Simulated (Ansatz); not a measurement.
In, DFT, PBE, all-electron LAPW, scalar-relativistic (Ansatz 0.2.0), run on 1 thread of Intel(R) Xeon(R) 6975P-C (Granite Rapids) on a shared host.

The cell is COD entry 9017523, as deposited and not checked against the literature; nothing was relaxed.

Command: `ansatz run input.yaml --threads 1 --pin off --max-ram 2048MiB --backend cpu --events-out ev --progress --plain --runs-dir out`

```yaml
crystal:
  lattice:
    - [-1.62615, 1.62615, 2.47395]
    - [1.62615, -1.62615, 2.47395]
    - [1.62615, 1.62615, -2.47395]
  atoms:
    - { symbol: In, position: [0.0, 0.0, 0.0] }
kpoints:
  mp_grid: { grid: [14, 14, 14] }
scf:
  occupations: { method: fermi_dirac, width: 0.05 }
hamiltonian:
  xc: pbe
  pseudopotentials: { kind: all_electron, lapw: { basis_error: 0.0001 } }
output:
  forces: true
  stress: true
  eigenvalues: true
```

How large is the problem that the program sets up?

244 irreducible k-points, 199 plane waves at Γ, 15 bands.

About how long does it take, and how much memory does it use?

15 s of wall time for 7 SCF iterations, with a peak of 0.53 GiB. Times on shared machines scatter by tens of per cent.
